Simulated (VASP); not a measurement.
# SiC (Moissanite 3C) (F-43m) in VASP: notebook, part 2 of 3

VASP 6.6.1.

## 3. Band structure, PBE

File INCAR:

```
PREC     = Accurate       # precision mode
ENCUT    = 500            # plane-wave cutoff, eV
EDIFF    = 1E-7           # SCF threshold, eV
ISMEAR   = -1             # smearing method
SIGMA    = 0.05           # smearing width, eV
LREAL    = False          # projectors in reciprocal space
LASPH    = True           # aspherical terms in the spheres
NELM     = 80             # most SCF steps
ALGO     = Normal         # electronic algorithm
ISIF     = 2              # what is computed and relaxed
LWAVE    = False          # write WAVECAR
LCHARG   = False          # write CHGCAR
GGA      = PE             # functional
```

File KPOINTS:

```
Automatic mesh
0
Gamma
  10 10 10
```

File POSCAR:

```
SiC
1.0
    0.0000000000      2.1790000000      2.1790000000
    2.1790000000      0.0000000000      2.1790000000
    2.1790000000      2.1790000000      0.0000000000
Si C
1 1
Direct
    0.0000000000      0.0000000000      0.0000000000
    0.7500000000      0.7500000000      0.7500000000
```

File KPOINTS_OPT:

```
path GXWKGLUWLK,UX
20
line-mode
reciprocal
 0.0000000000  0.0000000000  0.0000000000  G
 0.5000000000  0.0000000000  0.5000000000  X

 0.5000000000  0.0000000000  0.5000000000  X
 0.5000000000  0.2500000000  0.7500000000  W

 0.5000000000  0.2500000000  0.7500000000  W
 0.3750000000  0.3750000000  0.7500000000  K

 0.3750000000  0.3750000000  0.7500000000  K
 0.0000000000  0.0000000000  0.0000000000  G

 0.0000000000  0.0000000000  0.0000000000  G
 0.5000000000  0.5000000000  0.5000000000  L

 0.5000000000  0.5000000000  0.5000000000  L
 0.6250000000  0.2500000000  0.6250000000  U

 0.6250000000  0.2500000000  0.6250000000  U
 0.5000000000  0.2500000000  0.7500000000  W

 0.5000000000  0.2500000000  0.7500000000  W
 0.5000000000  0.5000000000  0.5000000000  L

 0.5000000000  0.5000000000  0.5000000000  L
 0.3750000000  0.3750000000  0.7500000000  K

 0.6250000000  0.2500000000  0.6250000000  U
 0.5000000000  0.0000000000  0.5000000000  X
```

Potentials or basis: VASP PAW PBE potentials, release 54 (Si, C).

Started as:

```console
> cat potpaw_PBE.54/Si/POTCAR potpaw_PBE.54/C/POTCAR > POTCAR
> mpirun -np 1 vasp_std > vasp.out
```

OUTCAR:

```text
PREC = Accurate
   ENCUT = 500
   EDIFF = 1E-7
   ISMEAR = -1
   LREAL = False
   LASPH = True
   NELM = 80
   ISIF = 2
   GGA = PE

 ion  position               nearest neighbor table
   1  0.000  0.000  0.000-   2 1.89   2 1.89   2 1.89   2 1.89
   2  0.750  0.750  0.750-   1 1.89   1 1.89   1 1.89   1 1.89

  LATTYP: Found a face centered cubic cell.
 ALAT       =     4.3580000000

  Lattice vectors:

 A1 = (   0.0000000000,   2.1790000000,   2.1790000000)
 A2 = (   2.1790000000,   0.0000000000,   2.1790000000)
 A3 = (   2.1790000000,   2.1790000000,   0.0000000000)

Analysis of symmetry for initial positions (statically):
=====================================================================
 Subroutine PRICEL returns:
 Original cell was already a primitive cell.

 Routine SETGRP: Setting up the symmetry group for a
 face centered cubic supercell.

 Subroutine GETGRP returns: Found 24 space group operations
 (whereof 24 operations were pure point group operations)
 out of a pool of 48 trial point group operations.

The static configuration has the point symmetry T_d .

Analysis of symmetry for dynamics (positions and initial velocities):
=====================================================================
 Subroutine PRICEL returns:
 Original cell was already a primitive cell.

 Routine SETGRP: Setting up the symmetry group for a
 face centered cubic supercell.

 Subroutine GETGRP returns: Found 24 space group operations
 (whereof 24 operations were pure point group operations)
 out of a pool of 48 trial point group operations.

The dynamic configuration has the point symmetry T_d .

 Subroutine INISYM returns: Found 24 space group operations
 (whereof 24 operations are pure point group operations),
 and found     1 'primitive' translations

----------------------------------------------------------------------------------------
[... 115 lines left out ...]
  Fermi-wavevector in a.u.,A,eV,Ry     =   1.192626  2.253736 19.352338  1.422357
  Thomas-Fermi vector in A             =   2.328660
   LORBIT       =      0    0 simple, 1 ext, 2 COOP (PROOUT), +10 PAW based schemes
   GGA     = PE    functional components
   LHFCALC =     F    Hartree Fock is set to
   AEXX    =    0.0000 exact exchange contribution
   IVDW    =     0    specifies the selected vdW correction
   LEPSILON=     F    determine dielectric tensor
   LRPA    =     F    only Hartree local field effects (RPA)
 non-spin polarized calculation
  energy-cutoff  :      500.00
  volume of cell :       20.69
 maximum number of plane-waves:       544
   NGX = 11   NGY = 11   NGZ = 11

 number of electron       8.0000001 magnetization

 Free energy of the ion-electron system (eV)
  ---------------------------------------------------
  ext. energy  EPLUGINS =         0.00000000
  ---------------------------------------------------
  free energy    TOTEN  =       -15.05792397 eV

  energy without entropy =      -15.05792395  energy(sigma->0) =      -15.05792396

 E-fermi :   8.8050     XC(G=0): -11.3562

 val. band max:        8.1069981012   @ k =   0.0000   0.0000   0.0000
 cond. band min:       9.4639310914   @ k =   0.5000   0.5000   0.0000
 fundamental gap:      1.3569329903
 Fermi energy:         8.8050078933

 k-point     1 :       0.0000    0.0000    0.0000
  band No.  band energies     occupation
      1      -7.2963      2.00000
      2       8.1070      2.00000
      3       8.1070      2.00000
      4       8.1070      2.00000
      5      14.3410      0.00000
      6      15.4143      0.00000
      7      15.4143      0.00000
      8      15.4143      0.00000
[... 243 lines left out ...]
 k-point    24 :       0.4000    0.3000    0.0000
  band No.  band energies     occupation
      1      -4.1552      2.00000
      2       2.5271      2.00000
      3       4.9559      2.00000
      4       5.4825      2.00000
      5      10.9768      0.00000
      6      13.7316      0.00000
      7      19.7296      0.00000
      8      20.0397      0.00000

 [... further k-points ...]

------------------------ aborting loop because EDIFF is reached ----------------------------------------

  FORCE on cell =-STRESS in cart. coord.  units (eV):
  Direction    XX          YY          ZZ          XY          YZ          ZX
  --------------------------------------------------------------------------------------
  -------------------------------------------------------------------------------------
  Total        0.4160854      0.4160854      0.4160854      0.0000000      0.0000000     -0.0000000
  in kB       32.2174636     32.2174636     32.2174636      0.0000000      0.0000000     -0.0000000
  external PRESSURE =      32.2174636 kB  Pullay stress =       0.0000000 kB

 VOLUME and BASIS-vectors are now :
 -----------------------------------------------------------------------------
  energy-cutoff  :      500.00
  volume of cell :       20.69
      direct lattice vectors                 reciprocal lattice vectors
     0.000000000  2.179000000  2.179000000    -0.229463056  0.229463056  0.229463056
     2.179000000  0.000000000  2.179000000     0.229463056 -0.229463056  0.229463056
     2.179000000  2.179000000  0.000000000     0.229463056  0.229463056 -0.229463056

 POSITION                                       TOTAL-FORCE (eV/Angst)
 -----------------------------------------------------------------------------------
      0.00000      0.00000      0.00000         0.000000      0.000000     -0.000000
      3.26850      3.26850      3.26850        -0.000000     -0.000000      0.000000
 -----------------------------------------------------------------------------------
    total drift:                               -0.000000     -0.000000     -0.000000

  FREE ENERGIE OF THE ION-ELECTRON SYSTEM (eV)
  ---------------------------------------------------
  free  energy   TOTEN  =       -15.0579239653 eV

  energy  without entropy=      -15.0579239482  energy(sigma->0) =      -15.05792396
```

OSZICAR:

```text
N       E                     dE             d eps       ncg     rms          rms(c)
DAV:   1     0.278801722821E+01    0.27880E+01   -0.40541E+03   784   0.814E+02
DAV:   2    -0.165751023440E+02   -0.19363E+02   -0.18261E+02  1104   0.104E+02
DAV:   3    -0.169118747934E+02   -0.33677E+00   -0.33677E+00   856   0.164E+01
[... 39 lines left out ...]
DAV:   4     0.727163786137E+03   -0.32699E-01     1248
DAV:   5     0.727163773870E+03   -0.12266E-04      872
DAV:   6     0.727163773851E+03   -0.19490E-07     1176
       N       E                     dE             ncg
DAV:   1     0.122479648206E+05   -0.41524E+04      200
DAV:   2     0.120415328445E+05   -0.20643E+03      272
DAV:   3     0.120387519415E+05   -0.27809E+01      216
DAV:   4     0.120387401899E+05   -0.11752E-01      384
DAV:   5     0.120387401897E+05   -0.19135E-06      208
DAV:   6     0.120387401897E+05   -0.56752E-09      376
```

stdout:

```text
POSCAR found type information on POSCAR SiC
 POSCAR found :  2 types and       2 ions
 scaLAPACK will be used
 LDA part: xc-table for (Slater+PW92), standard interpolation
 POSCAR, INCAR and KPOINTS ok, starting setup
 FFT: planning ... GRIDC
 FFT: planning ... GRID_SOFT
 FFT: planning ... GRID
 WAVECAR not read
 entering main loop
 Start KPOINTS_OPT (optional k-point list driver)
k-point batch [1-47\200]
k-point batch [48-94\200]
k-point batch [95-141\200]
k-point batch [142-188\200]
k-point batch [189-200\200]
```

It took 11 s on 1 thread of Intel Xeon Platinum 8488C (Sapphire Rapids), shared host; peak memory 0.14 GiB.

What came out:

```yaml
Free_energy: -15.0579 eV
Pressure: 3.2 GPa
Band_gap_on_the_k_mesh: 1.36 eV, indirect (least direct gap 4.54 eV)
Band_gap_along_the_path: 1.36 eV, indirect (least direct gap 4.54 eV)
```

Levels at the corners of the path, in eV from the valence-band top:
```csv
point,band 1,band 2,band 3,band 4,band 5,band 6,band 7,band 8
Γ,-15.40,0.00,0.00,0.00,6.23,7.31,7.31,7.31
X,-10.39,-7.79,-3.18,-3.18,1.36,4.32,14.04,14.04
X,-10.39,-7.79,-3.18,-3.18,1.36,4.32,14.04,14.04
W,-10.15,-7.02,-4.99,-4.69,5.21,9.45,9.46,9.77
W,-10.15,-7.02,-4.99,-4.69,5.21,9.45,9.46,9.77
K,-10.39,-7.27,-5.54,-2.59,3.11,7.77,11.85,12.46
K,-10.39,-7.27,-5.54,-2.59,3.11,7.77,11.85,12.46
Γ,-15.40,0.00,0.00,0.00,6.23,7.31,7.31,7.31
Γ,-15.40,0.00,0.00,0.00,6.23,7.31,7.31,7.31
L,-11.84,-8.53,-1.05,-1.05,5.43,7.23,7.23,10.05
L,-11.84,-8.53,-1.05,-1.05,5.43,7.23,7.23,10.05
U,-10.39,-7.27,-5.54,-2.59,3.11,7.77,11.85,12.46
U,-10.39,-7.27,-5.54,-2.59,3.11,7.77,11.85,12.46
W,-10.15,-7.02,-4.99,-4.69,5.21,9.45,9.46,9.77
W,-10.15,-7.02,-4.99,-4.69,5.21,9.45,9.46,9.77
L,-11.84,-8.53,-1.05,-1.05,5.43,7.23,7.23,10.05
L,-11.84,-8.53,-1.05,-1.05,5.43,7.23,7.23,10.05
K,-10.39,-7.27,-5.54,-2.59,3.11,7.77,11.85,12.46
U,-10.39,-7.27,-5.54,-2.59,3.11,7.77,11.85,12.46
X,-10.39,-7.79,-3.18,-3.18,1.36,4.32,14.04,14.04
```

## 4. Band structure, HSE06

POSCAR is that of step 3.

File INCAR.step1:

```
SYSTEM = SiC
ALGO = Normal ; EDIFF = 1E-5
ENCUT = 520 ; GGA = PE
ISIF = 2 ; ISMEAR = 0
KPAR = 4 ; LASPH = .TRUE.
LCHARG = .FALSE. ; LREAL = .FALSE.
LWAVE = .TRUE. ; NELM = 100
PREC = Accurate ; SIGMA = 0.02
```

File INCAR.step2:

```
SYSTEM = SiC
ALGO = Normal ; EDIFF = 1E-6
ENCUT = 520 ; GGA = PE
HFSCREEN = 0.2 ; ISIF = 2
ISMEAR = 0 ; ISTART = 1
KPAR = 4 ; LASPH = .TRUE.
LCHARG = .FALSE. ; LHFCALC = .TRUE.
LREAL = .FALSE. ; LWAVE = .FALSE.
NELM = 100 ; PREC = Accurate
PRECFOCK = Fast ; SIGMA = 0.02
```

File KPOINTS:

```
k-points
0
G
  8 8 8
  0 0 0
```

KPOINTS_OPT, as its differences from that of step 3:

```diff
@@ -1,3 +1,3 @@
 path GXWKGLUWLK,UX
-20
+10
 line-mode
```

Potentials or basis: VASP PAW PBE potentials, release 64 (Si, C).

Started as:

```console
> cat potpaw_PBE.64/Si/POTCAR potpaw_PBE.64/C/POTCAR > POTCAR
> cp INCAR.step1 INCAR
> mpirun -np 4 vasp_std > vasp.out
> cp INCAR.step2 INCAR
> mpirun -np 4 vasp_std > vasp.out
```

Wall time 5.6 min (4 MPI ranks of AMD EPYC 9R45 (Zen 5), shared host); peak memory 0.27 GiB.

Results (log left out):

```
Free energy             : -17.4609 eV
Pressure                : -1.8 GPa
Band gap on the k mesh  : 2.25 eV, indirect (least direct gap 5.75 eV)
Band gap along the path : 2.25 eV, indirect (least direct gap 5.75 eV)
```

Levels at the corners of the path, in eV from the valence-band top:
```csv
point,band 2,band 3,band 4,band 5,band 6,band 7
Γ,0.00,0.00,0.00,7.56,8.61,8.61
X,-8.54,-3.50,-3.50,2.25,5.39,15.96
X,-8.54,-3.50,-3.50,2.25,5.39,15.96
W,-7.68,-5.45,-5.06,6.36,10.94,11.06
W,-7.68,-5.45,-5.06,6.36,10.94,11.06
K,-7.96,-6.03,-2.85,4.11,9.10,13.55
K,-7.96,-6.03,-2.85,4.11,9.10,13.55
Γ,0.00,0.00,0.00,7.56,8.61,8.61
Γ,0.00,0.00,0.00,7.56,8.61,8.61
L,-9.36,-1.16,-1.16,6.66,8.50,8.50
L,-9.36,-1.16,-1.16,6.66,8.50,8.50
U,-7.96,-6.03,-2.85,4.11,9.10,13.55
U,-7.96,-6.03,-2.85,4.11,9.10,13.55
W,-7.68,-5.45,-5.06,6.36,10.94,11.06
W,-7.68,-5.45,-5.06,6.36,10.94,11.06
L,-9.36,-1.16,-1.16,6.66,8.50,8.50
L,-9.36,-1.16,-1.16,6.66,8.50,8.50
K,-7.96,-6.03,-2.85,4.11,9.10,13.55
U,-7.96,-6.03,-2.85,4.11,9.10,13.55
X,-8.54,-3.50,-3.50,2.25,5.39,15.96
```

Caveat: the PAW data sets were made with another functional, which shifts forces and pressure a little.

(Continued in part 3 of 3.)
